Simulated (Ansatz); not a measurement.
## Redistribution: C4H9Br + C3H8O → C4H10O + C3H7Br

Species: C4H9Br (2-bromo-2-methylpropane) `CC(C)(C)Br`, singlet; C3H8O (1-propanol) `CCCO`, singlet; C4H10O (tert-butanol) `CC(C)(C)O`, singlet; C3H7Br (1-bromopropane) `CCCBr`, singlet. The partners trade Br for OH; both sit on C, so the bond types are kept.

Shapes, held fixed at every level: PBE0-D4/def2-TZVP. Flexible molecules stand in one conformer, not always the lowest. Programs: Ansatz 0.2.0. Electronic energies: no zero-point or thermal term.

```tsv
level	kind	ΔE (kJ/mol)	less CCSD(T)/def2-TZVPP
HF/def2-TZVPP	Hartree–Fock	-11.1	-2.1
r2SCAN-D4/def2-TZVPP	meta-GGA	-10.2	-1.2
B3LYP-D4/def2-TZVPP	global hybrid	-9.2	-0.2
PBE0-D4/def2-TZVPP	global hybrid	-9.4	-0.4
B2PLYP/def2-TZVPP	double hybrid	-9.3	-0.3
CCSD/def2-TZVPP	coupled cluster or CI	-9.6	-0.6
CCSD(T)/def2-TZVPP	coupled cluster or CI	-9.0	0.0
```

The highest level, CCSD(T)/def2-TZVPP, gives ΔE = -9.0 kJ/mol; the levels span -11.1 to -9.0. The column of differences is taken from that level and isn't an error. No measured value is set beside it here. Relativity is left out for Br unless named. Correlated rows may include outer-core shells of Br, which these sets cover unevenly.
